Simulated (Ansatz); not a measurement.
# Ga: further runs on the relaxed cell

One table from this session's results is given with a row withheld; the runs are named, their logs left out.

Program: Ansatz 0.2.0. Level of theory: DFT PBEsol, scalar-relativistic, plane waves, PAW. These are calculated values, not measurements.

1 further run of the same task is left out (set aside as unsound or not needed).

### The starting structure

The structure is monoclinic, space group C2/c (No. 15). The conventional cell has a = 2.741 Å, b = 7.926 Å, c = 3.307 Å, α = 90.00°, β = 94.09°, γ = 90.00°. Ga (site symmetry 2) is surrounded by 8 Ga at 2.69 to 2.89 Å.

Structure file:

```
Ga
1.0
     1.37031   -3.96307   -0.02486
     1.37031    3.96307   -0.02486
    -0.17624    0.00000    3.30212
Ga
2
Direct
  0.86624 0.13376 0.25000
  0.13376 0.86624 0.75000
```

It is the result of an earlier relaxation at this level (volume 17.92 Å³/atom; gap on the mesh: none (metal)).

Set-up of the first run:

Contents of input.yaml:

```yaml
crystal:
  lattice:
    - [1.3703101543, -3.9630705529, -0.0248640241]
    - [1.3703101543, 3.9630705529, -0.0248640241]
    - [-0.1762388918, 0.0, 3.3021217001]
  atoms:
    - { symbol: Ga, position: [0.8662412809, 0.1337587191, 0.25] }
    - { symbol: Ga, position: [0.1337587191, 0.8662412809, 0.75] }
basis:
  ecutwfc: 420
kpoints:
  mp_grid: { grid: [16, 16, 12] }
  band_path:
    path:
      - [[0.0, 0.0, 0.0], [-0.5, 0.5, 0.0], [-0.5, 0.5, 0.5], [0.0, 0.0, 0.5], [0.0, 0.0, 0.0]]
      - [[-0.5, 0.0, 0.5], [0.0, 0.0, 0.0], [-0.5, 0.0, 0.0]]
    npoints: 14
hamiltonian:
  xc: pbesol
scf:
  occupations: { method: gaussian, width: 0.1 }
  n_extra_bands: 6
output:
  forces: true
  stress: true
  eigenvalues: true
  populations: true
  dos: { projected: true, de: 0.02, nscf_kmesh: { grid: [24, 24, 18] } }
  bader: true
  write_density: true
  write_potential: true
  elf: true
  volumetric_format: npy
```

Run with:

```sh
> ansatz run input.yaml --threads 1 --pin off --max-ram 2560MiB --backend cpu --events-out ev --progress --plain --runs-dir out
```

Among the steps run: Bands, states and charges; Volume × 0.97; The cell scaled to 1.03 of its volume; Volume × 0.94; Volume × 1.06.

One of the session's tables, all rows but one given; the rest of the session is left out.

It belongs to the step «Fit of the equation of state». 

| volume (Å³/atom) | energy above the lowest point (meV/atom) | pressure (GPa) |
| --- | --- | --- |
| 16.840 | 14.0 | 4.48 |
| 17.378 | 3.2 | 2.04 |
| 17.915 | 0.0 | 0.00 |
| 18.453 | ? | ? |
| 18.990 | 10.8 | -3.04 |

Q: Estimate the row for volume (Å³/atom) = 18.453 from the others.

Worked estimate for «energy above the lowest point (meV/atom)». A straight line through the neighbours (17.915, 0.0) and (18.990, 10.8) gives 0.0 + (10.8 − 0.0) × (18.453 − 17.915) / (18.990 − 17.915) = 5.4; a parabola fitted to 3 rows on both sides gives 2.5.

The run gave: energy above the lowest point (meV/atom): 3.0; pressure (GPa): -1.68. In «energy above the lowest point (meV/atom)» the line misses by +2.4 and the parabola by -0.5.
